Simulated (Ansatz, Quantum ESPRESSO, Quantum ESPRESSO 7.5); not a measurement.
# honeycomb AlP, 2 layers, AB stacking in a field-effect set-up

Aim: where the induced charge goes and how the bands change when honeycomb AlP, 2 layers, AB stacking is doped by a gate.

Calculated with Quantum ESPRESSO 7.5; plane-wave DFT, PBE, PseudoDojo norm-conserving pseudopotentials (geometry by Ansatz 0.2.0 with PAW datasets; geometry under PBE-D3(BJ)).

## 1. The structure

The cell holds 4 atoms: 2 P and 2 Al. Its edges and angles: a = 3.940 Å, b = 3.940 Å, c = 25.900 Å, α = 90.0°, β = 90.0°, γ = 120.0°. It derives from AlP. Vacuum lies along c.

This sheet is a model structure: its symmetry is held, and its stability is not tested here.

## 2. Relaxation with Ansatz

The geometry comes first, from a plane-wave PAW code, so that the later runs on this slab share one structure.

Contents of input.yaml:

```yaml
crystal:
  lattice:
    - [3.94, 0.0, 0.0]
    - [-1.97, 3.4121400909, 0.0]
    - [0.0, 0.0, 25.9]
  atoms:
    - { symbol: P, position: [0.6666666667, 0.3333333333, 0.4247104247] }
    - { symbol: Al, position: [0.3333333333, 0.6666666667, 0.4362934363] }
    - { symbol: P, position: [0.0, 0.0, 0.5637065637] }
    - { symbol: Al, position: [0.6666666667, 0.3333333333, 0.5752895753] }
kpoints:
  mp_grid: { grid: [12, 12, 1] }
hamiltonian:
  xc: pbe
  dispersion: d3bj
scf:
  occupations: { method: fermi_dirac, width: 0.05 }
  convergence: { dr2_threshold: 1.0e-08 }
efield:
  axis: 3
  dipole_correction: true
  ramp_position: 0.97
  ramp_width: 0.04
relax:
  f_tol: 0.01
  cell: { fix: [c, alpha, beta] }
output:
  write_potential: true
  write_density: true
  volumetric_format: npy
```

Started as:

```
> ansatz run input.yaml --threads 4 --pin off --max-ram 8192MiB --backend cpu --events-out ev --progress --plain --runs-dir out
```

Numbers of over 12 decimals in the logs are rounded to 6 here.

What it wrote:

```text
Warning: relax.cell: scf.convergence.dr2_threshold = 1e-8 eV is looser than the 4e-10 eV advised for a relaxation that steers and ends on the stress (1e-10 eV for each atom of the cell: 4). What an SCF threshold leaves in a stress goes as its square root, and in the free energy as the threshold itself, and one threshold admits the most on a small cell: [figures from the program's tests cut] Set scf.convergence.dr2_threshold to 4e-10 eV or tighter. The threshold is an SCF's pass mark: one that does not reach it within its budget of iterations ends unconverged, or closes short of it on a stop that the run arms, and scf.convergence.dr2_threshold's page says what that costs each kind of run
Engine: ansatz 0.2.0, aarch64-unknown-linux-gnu
Pseudopotentials: kind: paw
Pseudopotential: P, paw, valence charge 5, recommended cutoff 420 eV (normal), P.paw.azcp
Pseudopotential: Al, paw, valence charge 3, recommended cutoff 420 eV (normal), Al.paw.azcp
Functional definition: PBE
  parameter kappa = 0.804
  parameter beta = 0.066725
  exchange = pbe_x(kappa = kappa, mu = beta*pi^2/3)
  correlation = pbe_c(beta = beta)
Crystal: 4 atoms, lattice volume = 348.195 Å³
Basis set: ecut = 420 eV, 6879 PW (Γ), exchange–correlation on 54×54×360 points (8 copies of the dense FFT grid, shifted against one another)
Bands: 12, of which v1, the nominal top of the filled ones, is band 8 counted from 1 (7 counted from 0)
Symmetry: 6 space group operations
Space group: P3m1 (ITA 156), of the structure as read, at distance tolerance 7.0e-5 Å
k-points: 19 of 144 (time reversal used)
Non-local potential: P, projectors of the file, l = 0: 2, l = 1: 2, l = 2: 2
Non-local potential: Al, projectors of the file, l = 0: 2, l = 1: 2, l = 2: 1
PAW form: soft (Blöchl's): semilocal exchange-correlation on the pseudo side does not see the compensation charge
PAW one-centre angular grid: P, 110 points (default); XC on 64 Gauss nodes
PAW one-centre angular grid: Al, 110 points (default); XC on 64 Gauss nodes
Initial density: superposition of atomic densities (neutral atoms: chi_scale 0, normalization atom), corrected by the library's trained network
Initial wavefunctions: pseudopotential atomic-orbital guess
Functional: x = pbe(κ = 0.804, μ = 0.219515), c = pbe(β = 0.066725)
SCF iter   1: F=—  HF=-2587.554810 eV  |F-HF|=—  |Δ(HF+E_count)|=         —  Δρ=1.75e-3  dr2=2.58e-2  ethr=1.77e-3  p=0.093 e·Å  D=4.81e-2 V/Å  ΔV_dip=-1.25 eV  dr2_dipole=1.46e-3  V_vac-E_F(+/−)=3.59/4.83 eV  ⟨swp⟩=11.2  Hψ=2362  notcnv=0
efield: sawtooth ramp at fractional position 0.9700 (set: `efield.ramp_position`, or a place that a band, a saddle search or an elastic batch's reference lends), width 0.0400; the density the first Hamiltonian is built on has a dipole p = 0.093 e·Å; the dipole correction subtracts the counter field D = 4.81e-2 V/Å, which shifts the + side's vacuum level by -1.25 eV against the − side's; the planar-averaged density in the ramp window peaks in size at 9.9e-7 e/Å³
preconditioner: auto → none  [insulator: Δε(μ)=1.491 eV  Ē_g=7.520 eV  σ=0.050 eV  W_gap=1.00  n_scr=12 (ndim 8)  ℏωp=8.0 eV  f_vac=0.667  D(μ)=0.00/eV (n_scr^D=0)  ε∞_Penn≈2.1]
SCF iter   2: F=—  HF=-2587.557952 eV  |F-HF|=—  |Δ(HF+E_count)|=   3.14e-3  Δρ=1.11e-3  dr2=3.36e-2  ethr=1.61e-4  p=0.055 e·Å  D=2.87e-2 V/Å  ΔV_dip=-0.74 eV  dr2_dipole=9.23e-3  V_vac-E_F(+/−)=4.07/4.81 eV  ⟨swp⟩=3.8  Hψ=645  notcnv=0
SCF iter   3: F=—  HF=-2587.553521 eV  |F-HF|=—  |Δ(HF+E_count)|=   4.43e-3  Δρ=5.81e-4  dr2=1.05e-2  ethr=1.61e-4  p=0.103 e·Å  D=5.37e-2 V/Å  ΔV_dip=-1.39 eV  dr2_dipole=3.12e-3  V_vac-E_F(+/−)=3.71/5.10 eV  ⟨swp⟩=3.3  Hψ=491  notcnv=0
SCF iter   4: F=—  HF=-2587.551934 eV  |F-HF|=—  |Δ(HF+E_count)|=   1.59e-3  Δρ=2.59e-4  dr2=1.01e-3  ethr=6.56e-5  p=0.089 e·Å  D=4.61e-2 V/Å  ΔV_dip=-1.19 eV  dr2_dipole=7.04e-5  V_vac-E_F(+/−)=3.82/5.01 eV  ⟨swp⟩=1.4  Hψ=395  notcnv=0
SCF iter   5: F=—  HF=-2587.551882 eV  |F-HF|=—  |Δ(HF+E_count)|=   5.18e-5  Δρ=1.29e-4  dr2=1.11e-4  ethr=6.30e-6  p=0.087 e·Å  D=4.51e-2 V/Å  ΔV_dip=-1.17 eV  dr2_dipole=4.15e-6  V_vac-E_F(+/−)=3.87/5.04 eV  ⟨swp⟩=2.0  Hψ=313  notcnv=0
SCF iter   6: F=—  HF=-2587.551927 eV  |F-HF|=—  |Δ(HF+E_count)|=   4.49e-5  Δρ=4.45e-5  dr2=7.37e-6  ethr=6.95e-7  p=0.087 e·Å  D=4.50e-2 V/Å  ΔV_dip=-1.17 eV  dr2_dipole=2.16e-7  V_vac-E_F(+/−)=3.88/5.04 eV  ⟨swp⟩=2.6  Hψ=371  notcnv=0
SCF iter   7: F=—  HF=-2587.551973 eV  |F-HF|=—  |Δ(HF+E_count)|=   4.60e-5  Δρ=7.67e-6  dr2=4.97e-7  ethr=4.60e-8  p=0.087 e·Å  D=4.50e-2 V/Å  ΔV_dip=-1.16 eV  dr2_dipole=4.70e-9  V_vac-E_F(+/−)=3.88/5.04 eV  ⟨swp⟩=2.1  Hψ=363  notcnv=0
SCF iter   8: F=—  HF=-2587.551973 eV  |F-HF|=—  |Δ(HF+E_count)|=   1.95e-7  Δρ=1.63e-6  dr2=1.15e-8  ethr=3.11e-9  p=0.087 e·Å  D=4.50e-2 V/Å  ΔV_dip=-1.17 eV  dr2_dipole=2.95e-12  V_vac-E_F(+/−)=3.88/5.04 eV  ⟨swp⟩=2.5  Hψ=365  notcnv=0
SCF iter   9: F=-2587.551973 eV  HF=-2587.551973 eV  |F-HF|=1.37e-9  |Δ(HF+E_count)|=   1.33e-8  Δρ=5.20e-7  dr2=1.55e-9  ethr=6.25e-11  p=0.087 e·Å  D=4.50e-2 V/Å  ΔV_dip=-1.17 eV  dr2_dipole=2.03e-11  V_vac-E_F(+/−)=3.88/5.04 eV  ⟨swp⟩=10.2  Hψ=1583  notcnv=0
SCF 1 converged in 9 iterations: F = -2587.551973 eV  dr2 = 1.55e-9
  greatest PAW one-centre occupation: 0.782 electrons in one spin orbital (limit 2), on the P atom at site 2 (counted from 0), in its partial waves of l = 0
relax step   1: F+E_penalty+E_count = -2587.55197334 eV  Δ(F+E_penalty+E_count) = +0.000e0 eV  max|allowed force component| = 3.172e-1 eV/Å  Δτ_max = 0.0000 Å  P = -0.519 GPa  Ω = 348.195 Å³  fix = [c, alpha, beta]  reactions: c -0.259 GPa  (9 SCF iters, accepted)
Crystal: 4 atoms, lattice volume = 345.273 Å³
Basis set: ecut = 420 eV, 6831 PW (Γ), exchange–correlation on 54×54×360 points (8 copies of the dense FFT grid, shifted against one another)
Initial density: handed on by an earlier stage of this run
Initial wavefunctions: those handed on with the density
iter 1 solved again at ethr=1.15e-3 eV; its pass at ethr=3.10e-3 eV (dr2=1.84e-1 eV) is discarded
SCF iter   1: F=—  HF=-2587.616856 eV  |F-HF|=—  |Δ(HF+E_count)|=         —  Δρ=4.95e-3  dr2=1.91e-1  ethr=1.15e-3  p=0.086 e·Å  D=4.50e-2 V/Å  ΔV_dip=-1.17 eV  dr2_dipole=1.93e-3  V_vac-E_F(+/−)=4.01/5.18 eV  ⟨swp⟩=1.3  Hψ=2624  notcnv=0
[...]
relax step   7: F+E_penalty+E_count = -2588.03348467 eV  Δ(F+E_penalty+E_count) = +2.467e-2 eV  max|allowed force component| = 7.116e-1 eV/Å  Δτ_max = 0.1929 Å  P = -0.108 GPa  Ω = 328.739 Å³  energy of the carried Pulay correction = +9.076e-4 eV  fix = [c, alpha, beta]  (9 SCF iters, rejected (line search))
relax step   8: F+E_penalty+E_count = -2588.08612394 eV  Δ(F+E_penalty+E_count) = -2.797e-2 eV  max|allowed force component| = 1.175e-1 eV/Å  Δτ_max = 0.0553 Å  P = -0.003 GPa  Ω = 333.281 Å³  energy of the carried Pulay correction = +6.911e-4 eV  fix = [c, alpha, beta]  reactions: c -0.030 GPa  (10 SCF iters, accepted)
relax step   9: F+E_penalty+E_count = -2588.08827370 eV  Δ(F+E_penalty+E_count) = -2.150e-3 eV  max|allowed force component| = 9.836e-2 eV/Å  Δτ_max = 0.0447 Å  P = +0.031 GPa  Ω = 331.561 Å³  energy of the carried Pulay correction = +7.727e-4 eV  fix = [c, alpha, beta]  reactions: c +0.038 GPa  (8 SCF iters, accepted)
relax step  10: F+E_penalty+E_count = -2588.08845927 eV  Δ(F+E_penalty+E_count) = -1.856e-4 eV  max|allowed force component| = 7.733e-2 eV/Å  Δτ_max = 0.0249 Å  P = -0.017 GPa  Ω = 332.484 Å³  energy of the carried Pulay correction = +7.289e-4 eV  fix = [c, alpha, beta]  reactions: c -0.011 GPa  (8 SCF iters, accepted)
relax step  11: F+E_penalty+E_count = -2588.08927918 eV  Δ(F+E_penalty+E_count) = -8.199e-4 eV  max|allowed force component| = 1.350e-3 eV/Å  Δτ_max = 0.0083 Å  P = +0.003 GPa  Ω = 332.197 Å³  energy of the carried Pulay correction = +7.425e-4 eV  fix = [c, alpha, beta]  reactions: c +0.003 GPa  (7 SCF iters, accepted)
Initial wavefunctions: pseudopotential atomic-orbital guess (no wavefunctions were taken with the density)
iter 1 solved again at ethr=4.45e-7 eV; its pass at ethr=3.10e-3 eV (dr2=7.12e-5 eV) is discarded
SCF iter   1: F=—  HF=-2588.088770 eV  |F-HF|=—  |Δ(HF+E_count)|=         —  Δρ=1.38e-5  dr2=6.82e-8  ethr=4.45e-7  p=-0.057 e·Å  D=-3.08e-2 V/Å  ΔV_dip=0.80 eV  dr2_dipole=1.08e-11  V_vac-E_F(+/−)=5.83/5.04 eV  ⟨swp⟩=3.7  Hψ=3214  notcnv=0
efield: sawtooth ramp at fractional position 0.9700 (set: `efield.ramp_position`, or a place that a band, a saddle search or an elastic batch's reference lends), width 0.0400; the density the first Hamiltonian is built on has a dipole p = -0.057 e·Å; the dipole correction subtracts the counter field D = -3.08e-2 V/Å, which shifts the + side's vacuum level by +0.80 eV against the − side's; the planar-averaged density in the ramp window peaks in size at 3.8e-8 e/Å³
eigensolver tolerance schedule: the retry pair's looser diagonalisation over-reported the residual by 1042.93 of it (diagonalisation noise at 0.18 of the residual, at the tolerance the schedule requests for it); recorded, not acted on — ethr = c·dr2/N_el stays at c = 1.0e-1
preconditioner: auto → none  [insulator: Δε(μ)=0.908 eV  Ē_g=7.922 eV  σ=0.050 eV  W_gap=1.00  n_scr=12 (ndim 8)  ℏωp=8.1 eV  f_vac=0.696  D(μ)=0.00/eV (n_scr^D=0)  ε∞_Penn≈2.1]
SCF iter   2: F=—  HF=-2588.088752 eV  |F-HF|=—  |Δ(HF+E_count)|=   1.87e-5  Δρ=7.19e-6  dr2=3.25e-8  ethr=4.26e-10  p=-0.057 e·Å  D=-3.08e-2 V/Å  ΔV_dip=0.80 eV  dr2_dipole=3.54e-10  V_vac-E_F(+/−)=5.83/5.04 eV  ⟨swp⟩=3.3  Hψ=526  notcnv=0
SCF iter   3: F=—  HF=-2588.088752 eV  |F-HF|=—  |Δ(HF+E_count)|=   2.30e-7  Δρ=3.28e-6  dr2=4.51e-8  ethr=2.03e-10  p=-0.057 e·Å  D=-3.09e-2 V/Å  ΔV_dip=0.80 eV  dr2_dipole=5.80e-9  V_vac-E_F(+/−)=5.83/5.04 eV  ⟨swp⟩=2.1  Hψ=346  notcnv=0
SCF iter   4: F=—  HF=-2588.088752 eV  |F-HF|=—  |Δ(HF+E_count)|=   5.21e-8  Δρ=1.73e-6  dr2=9.54e-8  ethr=2.03e-10  p=-0.057 e·Å  D=-3.08e-2 V/Å  ΔV_dip=0.80 eV  dr2_dipole=2.30e-8  V_vac-E_F(+/−)=5.83/5.04 eV  ⟨swp⟩=2.3  Hψ=327  notcnv=0  recentre
SCF iter   5: F=-2588.088752 eV  HF=-2588.088752 eV  |F-HF|=1.29e-9  |Δ(HF+E_count)|=   1.34e-8  Δρ=1.25e-6  dr2=8.03e-9  ethr=6.25e-11  p=-0.057 e·Å  D=-3.09e-2 V/Å  ΔV_dip=0.80 eV  dr2_dipole=1.69e-9  V_vac-E_F(+/−)=5.83/5.04 eV  ⟨swp⟩=10.2  Hψ=1847  notcnv=0
SCF 12 converged in 5 iterations: F = -2588.088752 eV  dr2 = 8.03e-9
relax step  12: F+E_penalty+E_count = -2588.08875192 eV  Δ(F+E_penalty+E_count) = +5.273e-4 eV  max|allowed force component| = 1.428e-3 eV/Å  Δτ_max = 0.0000 Å  P = -0.000 GPa  Ω = 332.197 Å³  fix = [c, alpha, beta]  reactions: c +0.001 GPa  stress off target by 7.84e-4 GPa on what of the cell is left free  SCF on the basis re-selected at this cell (its energy is not comparable with the rows above)  (5 SCF iters)
basis re-selected at this cell: Δ(F+E_penalty+E_count) = +5.273e-4 eV, ΔP = -0.003 GPa vs the last step (what re-selecting the basis moved, of the pressure what is left beyond the Pulay correction that the steps carried, after the strain that the cell walked since its last selection, with what the two solves' SCF thresholds leave and, on support functions, any second-order correction that the steps lacked; it is no m [...]
SCF converged after 5 iterations
Free energy (F): -2588.088752 eV
Harris-Foulkes:  -2588.088752 eV  (|F-HF|=1.29e-9)
Internal energy: -2588.088734 eV  (E = F + TS)
E sigma→0 (E₀):  -2588.088743 eV
Entropy (-TS):   -0.000018 eV (-0.004 meV/atom)
Fermi energy:    -2.757790 eV
Dipole field:    D = -0.030810 V/Å  (p = -0.056562 e·Å, saw-weighted, corrected)
Work function:   Φ+ = 5.8342 eV   Φ− = 5.0363 eV
Levels:          The Fermi level and band energies are counted from a zero that moves with the ramp; work functions are not
--- Per-component energies (eV) ---
  E_band       = -120.459699
  E_kinetic    = 185.629971
  E_local      = -4994.120894  (includes V_loc(G=0)·N_el)
  E_nonlocal   = 89.172289
  E_hartree    = 2399.790906
  E_xc         = -201.655041
  E_vxc        = -178.199705  (∫ρ·V_xc dr)
  E_paw        = -2073.713520  (= ΣΔE_a)
  E_vpaw       = -22.655693  (= ΣTr[D̂ρ^β])
  E_aug_tail   = 0.000003  (compensation charges beyond the density's cutoff)
  E_efield     = 0.000871  (sawtooth field / dipole correction)
  E_vefield    = 0.131398  (∫n·V_field dr)
  E_ewald      = 2007.691741
  E_disp       = -0.885061  (pairwise vdW)
  E_smearing   = -0.000018  (= −TS)
  E_closure    = 0.000000  (closes the sum)
  Σ components = -2588.088752   (vs F -2588.088752, Δ=0.00e0)
--- Forces (eV/Å), atoms counted from 1 ---
  atom   1  P      0.00000000     0.00000000    -0.00052684
  atom   2  Al     0.00000000    -0.00000000    -0.00068110
  atom   3  P      0.00000000     0.00000000     0.00142000
  atom   4  Al     0.00000000    -0.00000000    -0.00024310
  max |Σ_I F_I| component: 3.10e-5 eV/Å
--- Stress (GPa, compression-positive) ---
       -0.000784      -0.000000       0.000000
       -0.000000      -0.000784      -0.000000
        0.000000      -0.000000       0.000872
  P = ⅓ Tr σ = -0.0002 GPa (-0.002 kbar)
--- Band table (eV; the first three rows and the last of 19) ---
  k-point 0: bands = [... 4 lower, -4.2226, -3.7087, -3.2879, -3.2879, -0.6919, -0.0704, 0.8597, 0.8597]
  k-point 1: bands = [... 4 lower, -4.3538, -3.7374, -3.6328, -3.3602, -0.3959, 0.1964, 0.7944, 1.0828]
  k-point 2: bands = [... 4 lower, -4.6565, -4.6225, -3.5584, -3.5164, -0.6458, 0.5397, 0.8722, 1.6646]
  k-point 18: bands = [... 4 lower, -7.0710, -6.3346, -4.6472, -3.3889, -1.8107, 0.8532, 1.6335, 3.0118]
--- Relaxed structure (11 steps of the walk, 10 accepted, 1 SCFs on fresh bases) ---
  F+E_penalty+E_count = -2588.08875192 eV   max|allowed force component| = 1.428e-3 eV/Å   (the final SCF, on the basis selected at the relaxed cell)
  cell:  # Å, volume = 332.1974 Å³
    - [3.848424, 0.0, 0]
    - [-1.924212, 3.332833, 0]
    - [0, 0, 25.9]
  atoms:
    - { symbol: P, position: [0.666667, 0.333333, 0.435549] }
    - { symbol: Al, position: [0.333333, 0.666667, 0.460695] }
    - { symbol: P, position: [1.831270711806237e-17, -9.251858538489118e-17, 0.565691] }
    - { symbol: Al, position: [0.666667, 0.333333, 0.538066] }
```

Wall time 44 s (4 threads of Arm Neoverse N1, shared host); peak memory 0.55 GiB.

The steps of the relaxation:

```csv
step,energy less that of the first step (eV),largest force component (eV/Å),pressure (GPa),volume (Å³)
1,0.0000,0.3172,-0.52,348.20
2,-0.0483,0.3174,-0.14,345.27
3,-0.1588,0.4612,-0.14,346.49
4,-0.2995,0.4380,-0.45,347.11
5,-0.4034,0.4393,-0.59,344.53
6,-0.5062,0.3304,-0.19,339.43
7,-0.4815,0.7116,-0.11,328.74
8,-0.5342,0.1175,0.00,333.28
9,-0.5363,0.0984,0.03,331.56
10,-0.5365,0.0773,-0.02,332.48
11,-0.5373,0.0014,0.00,332.20
12*,-0.5368,0.0014,0.00,332.20
```

Relaxation steps marked * repeat the geometry before them on a plane-wave basis chosen anew for their cell, so energy and pressure can jump there. Relaxation step 7 was tried and not accepted.

Forces are held to the 6 operations that the run works with; a distortion that breaks them can't arise in this run.

```csv
cell as run,before,after,change
a (Å),3.940,3.848,-2.3 %
b (Å),3.940,3.848,-2.3 %
```

The atoms that moved most (Å, along periodic axes as changes of fractional coordinates times the final cell, across vacuum about the mean position):

```csv
atom,dx,dy,dz,length
Al4,0.000,0.000,-0.964,0.964
Al2,0.000,0.000,0.632,0.632
P1,0.000,0.000,0.281,0.281
P3,0.000,0.000,0.051,0.051
```

Final coordinates:

```cif
data_structure
_symmetry_space_group_name_H-M 'P 1'
_symmetry_Int_Tables_number 1
_cell_length_a 3.8484
_cell_length_b 3.8484
_cell_length_c 25.9000
_cell_angle_alpha 90.000
_cell_angle_beta 90.000
_cell_angle_gamma 120.000
_cell_volume 332.20
loop_
_atom_site_label
_atom_site_type_symbol
_atom_site_fract_x
_atom_site_fract_y
_atom_site_fract_z
_atom_site_occupancy
P1 P 0.66667 0.33333 0.43555 1
Al2 Al 0.33333 0.66667 0.46069 1
P3 P 0.00000 0.00000 0.56569 1
Al4 Al 0.66667 0.33333 0.53807 1
```

Numbers from this step:

| Property | Result |
| --- | --- |
| free energy | -2588.0888 eV |
| Fermi energy | -2.758 eV |
| gap by band count | 0.9075 eV |
| symmetry operations | 6 |
| dipole along the normal | -0.05656 e·Å |
| vacuum level at the upper face over a Fermi level inside the gap | 5.834 eV |
| vacuum level at the lower face over a Fermi level inside the gap | 5.036 eV |

[end of part 1 of 7]

[Logs are printed without paths, hosts, clocks, repeated set-up lines and the standing remarks that a program may print on its own settings, such as how far it seeks lower states.]

[Hosts, paths, dates, database ids (printed as entryN), source tags and the programs' standing remarks are cut or masked in the printed files.]

[Maps of the electrostatic potential energy from Ansatz leave out the sawtooth potential of an applied field or a dipole correction, so their vacuum need not be flat; planar profiles and work functions include it.]
